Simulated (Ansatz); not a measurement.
**Ti (Fm-3m): electronic heat capacity and spin susceptibility from the density of states**

These are results of DFT PBE, scalar-relativistic, plane waves, PAW in Ansatz, not measurements.

Settings: cutoff 420 eV, Γ-centred mesh 18×18×18 on the computed 1-atom cell, Gaussian smearing of 0.10 eV; no spin polarisation.

Relaxed cell: Fm-3m, a = 4.112 Å, b = 4.112 Å, c = 4.112 Å, α = 90.00°, β = 90.00°, γ = 90.00°, 1 atom in the primitive cell. This fcc form isn't the element's structure at ambient conditions.

The density of states at the Fermi level is 1.744 states/eV in the cell of 1 atom (1 formula unit; both spins, tetrahedra on a 27×27×27 mesh).

Problem. What Sommerfeld coefficient and Pauli susceptibility does this give?

Solution. Per formula unit N(E_F) = 1.744 states/eV. γ = (π²/3) k_B² N(E_F) N_A = 2.357 mJ/(mol K²) per state/eV, so γ = 4.1 mJ/(mol K²), a mole of formula units. χ_P = μ_B² N(E_F) N_A = 3.23×10⁻⁵ emu/mol per state/eV gives 5.6×10⁻⁵ emu/mol. This is the bare band result: a measured γ of the same phase is as a rule larger by a factor 1 + λ from phonons and spin fluctuations, the spin part of χ is larger by the Stoner factor, and a measured χ also holds orbital and core terms. N(E_F) at one energy is sensitive to the mesh where the density of states has sharp peaks.